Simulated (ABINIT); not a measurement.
**Au in ABINIT: convergence with pawecutdg**

Crystal: Au.

```
CELL_PARAMETERS angstrom
0.05952 2.03278 2.02390
2.06284 0.03015 2.05328
2.07413 2.07344 0.01886
ATOMIC_POSITIONS crystal
Au 0.99810 0.99583 0.01853
```

The cell isn't the ideal one: cell strained at random at fixed volume.

* Program: ABINIT 10.8.3 (patched build)
* Task: single point
* Functional: PBE
* Potentials or basis: JTH PAW PBE v2.0
* Cutoff: 544 eV
* k mesh: 9 × 9 × 9
* Occupations: cold (ABINIT), width 0.1 eV
* Spin: no spin polarisation

These are the settings of the first run; the series varies pawecutdg, with any setting tied to it.

Hardware: 1 thread of Arm Neoverse V1, on a shared host.

```csv
pawecutdg,energy less the tightest run (meV/atom),SCF cycles,CPU time (s),peak memory (GiB)
20.6,-0.15,22,100,0.15
24,-0.10,23,100,0.16
30,-0.04,23,110,0.16
36,-0.03,23,100,0.16
44,-0.02,23,100,0.17
54,0.01,23,110,0.18
66,0.00,24,110,0.19
```

Against the tightest run, the energy stays within 1 meV/atom from 20.6 on. The tightest run that finished is the yardstick and may itself not be fully converged.

Spin-orbit coupling is left out, which matters for the levels of Au.
